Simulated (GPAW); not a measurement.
Input of a GPAW 26.7.0 run:

The input run.py:

```python
from ase import Atoms
from ase.eos import EquationOfState
from ase.io import Trajectory
from ase.units import GPa
from gpaw import GPAW, PW, setup_paths

setup_paths.insert(0, '.')

atoms = Atoms(['N', 'N', 'B', 'B'],
              cell=[[2.5539396017, 0.0, 0.0],
                    [-1.2769698009, 2.2117765748, 0.0],
                    [0.0, 0.0, 4.226855]],
              scaled_positions=[[0.3333333333, 0.6666666667, 0.125276],
                                [0.6666666667, 0.3333333333, 0.625276],
                                [0.3333333333, 0.6666666667, 0.499724],
                                [0.6666666667, 0.3333333333, 0.999724]],
              pbc=True)

traj = Trajectory('eos.traj', 'w')
volumes, energies = [], []
for x in [0.94, 0.96, 0.98, 1.0, 1.02, 1.04, 1.06]:
    a = atoms.copy()
    a.set_cell(atoms.cell * x**(1 / 3), scale_atoms=True)
    calc = GPAW(mode=PW(800),
                xc='PBEsol',
                kpts={'size': (10, 10, 5), 'gamma': True},
                occupations={'name': 'fermi-dirac', 'width': 0.05},
                nbands=18,
                convergence={'density': 1e-05, 'energy': 1e-05},
                maxiter=150,
                txt=f'eos-{x:.2f}.txt')
    a.calc = calc
    energies.append(a.get_potential_energy(force_consistent=True))
    volumes.append(a.get_volume())
    p = -a.get_stress()[:3].mean() / GPa
    calc.write(f'eos-{x:.2f}.gpw')
    traj.write(a)
    print(f'{x:.2f} {volumes[-1]:10.4f} A^3 {energies[-1]:14.6f} eV {p:9.3f} GPa', flush=True)

v0, e0, B = EquationOfState(volumes, energies, eos='birchmurnaghan').fit()
print(f'V0 = {v0:.4f} A^3, E0 = {e0:.6f} eV, B0 = {B / GPa:.2f} GPa')
```

Potentials or basis: PAW data sets generated in the run's folder for this functional, pw.

Run with:

```bash
$ gpaw-setup -f PBEsol B N
$ OMP_NUM_THREADS=1 python run.py
```

Problem. Predict the bulk modulus at fixed shape and positions.

Solution. 387 GPa.

Problem. What does it give for the equilibrium volume?

Solution. 5.88 Å³/atom.

Energy against volume, from the lowest point:
```
volume (Å³/atom)  energy (meV/atom)
           5.611              15.71
           5.730               4.59
           5.850               0.00
           5.969               1.49
           6.088               8.42
           6.208              20.29
           6.327              36.70
```

Caveat: the cell was scaled at fixed shape and fractional positions, which overstates the stiffness of a crystal with free parameters, most of all of layers and chains.
